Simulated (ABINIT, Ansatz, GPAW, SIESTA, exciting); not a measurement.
**MoS2: programs and potentials compared**

```
CELL_PARAMETERS angstrom
1.58550 0.91539 6.11500
-1.58550 0.91539 6.11500
0.00000 -1.83078 6.11500
ATOMIC_POSITIONS crystal
Mo 0.00000 0.00000 0.00000
S 0.25000 0.25000 0.25000
S 0.75000 0.75000 0.75000
```

Measurements of this composition are mostly on another form, of space group No. 194.

Alike in all runs: task single point; functional PBEsol; k mesh 10 × 10 × 10; occupations fermi-dirac, width 0.05 eV; no spin polarisation; no spin-orbit coupling. Pressure is positive in compression and, in plane waves, holds the error of the finite cutoff, which Ansatz's Pulay term estimates and takes out.

```csv
program and potentials,plane-wave cutoff (eV),notes,pressure (GPa),largest force (eV/Å)
"Ansatz, Ansatz PAW",420,"potentials made for PBE, which Ansatz adapts in part",2.86,0.759
"ABINIT, PseudoDojo NC SR PBEsol v0.4.1 standard",1088,-,2.93,0.768
"Ansatz, all-electron LAPW, scalar-relativistic",-,-,2.87,0.758
"GPAW, PAW data sets generated for this functional",600,-,2.71,0.754
"exciting, all-electron LAPW+lo, shipped species files, valence relativity iora*",-,-,-,0.796
"SIESTA, files PseudoDojo sr-pbesol-0.4.1-standard, DZP (energy shift 0.003 Ry; two zetas on semicore shells)",-,atomic basis,5.93,1.164
```

Force on atom 2 (S), eV/Å:

```
                                                                                      program and potentials      x      y       z
                                                                                          Ansatz, Ansatz PAW  0.000  0.000  -0.759
                                                             ABINIT, PseudoDojo NC SR PBEsol v0.4.1 standard  0.000  0.000  -0.768
                                                              Ansatz, all-electron LAPW, scalar-relativistic  0.000  0.000  -0.758
                                                           GPAW, PAW data sets generated for this functional  0.000  0.000  -0.754
                             exciting, all-electron LAPW+lo, shipped species files, valence relativity iora*  0.000  0.000  -0.796
SIESTA, files PseudoDojo sr-pbesol-0.4.1-standard, DZP (energy shift 0.003 Ry; two zetas on semicore shells)  0.000  0.000  -1.164
```

The pressure spans 2.71 (GPAW, PAW data sets generated for this functional) to 5.93 GPa (SIESTA, files PseudoDojo sr-pbesol-0.4.1-standard, DZP (energy shift 0.003 Ry; two zetas on semicore shells)), with all-electron results at 2.87. The atoms of the given cell lie far from their minimum at this level. Rows in atomic bases carry the error of their basis and grid, which can be large.

Differences between rows come from potentials, basis sets and numerical settings, since the functional is the same but for its coding. Runs on potential files found faulty are left out.
